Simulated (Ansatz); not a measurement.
MoS2 under changes of volume

One of the cells (17.864 Å³/atom); the others are scaled copies at fixed shape and fractional positions:

```
Mo S
1.0
     3.16900    0.00000    0.00000
    -1.58450    2.74443    0.00000
     0.00000    0.00000   12.32400
Mo S
2 4
Direct
  0.66667 0.33333 0.75000
  0.33333 0.66667 0.25000
  0.66667 0.33333 0.37700
  0.33333 0.66667 0.87700
  0.66667 0.33333 0.12300
  0.33333 0.66667 0.62300
```

| Quantity | Value |
| --- | --- |
| Program | Ansatz 0.2.0 |
| Functional | RPBE |
| Dispersion | D4 |
| Potentials or basis | Ansatz PAW |
| Cutoff | 420 eV (not typed: the program's choice for these potentials) |
| k mesh | 10 × 10 × 3 |
| Occupations | fermi-dirac, width 0.05 eV |
| Spin | no spin polarisation |

| volume (Å³/atom) | energy over the lowest point (meV/atom) | pressure (GPa) | gap on the mesh (eV) | largest force (eV/Å) |
| --- | --- | --- | --- | --- |
| 16.792 | 13.29 | 6.6 | 0.91 | 1.047 |
| 17.149 | ? | ? | ? | ? |
| 17.507 | 0.00 | -0.4 | 0.96 | 0.299 |
| 17.864 | 4.27 | -3.4 | 0.97 | 0.033 |
| 18.221 | 14.79 | -6.0 | 0.99 | 0.340 |
| 18.578 | 30.92 | -8.4 | 1.00 | 0.623 |
| 18.936 | 52.04 | -10.5 | 1.01 | 0.886 |

Task: What does the run at 17.149 Å³/atom give?

Result: Energy over the lowest point 2.73 meV/atom; pressure 2.9 GPa; gap on the mesh 0.93 eV; largest force 0.658 eV/Å.

Worked out: A Birch-Murnaghan fit of order 3 (a polynomial in V^(-2/3)) to the other rows has its minimum at 17.46 Å³/atom with B0 = V·E''(V) = 156 GPa and B' = 4.6 at fixed shape and positions, which overstates the stiffness. It gives 2.72 meV/atom at 17.149 Å³/atom, against the run's 2.73, and -dE/dV = 2.9 GPa, against 2.9. A parabola through the other rows of the gap, of slope 1.09 eV per unit of ln V there, gives 0.94 eV, against the run's 0.93.

Energies are extrapolated to zero smearing.

Caveats: odd divisions of the mesh miss points on the zone boundary, where band edges often lie, so the gap on the mesh can be too wide; the PAW data sets come from PBE, with cores solved anew for the run's functional, which leaves a small shift of forces and pressure; forces of over 1 eV/Å show positions far from the minimum, so gaps and moduli don't describe the material at rest (some runs).

A mesh can miss the band edges. Spin-orbit coupling on Mo is left out.
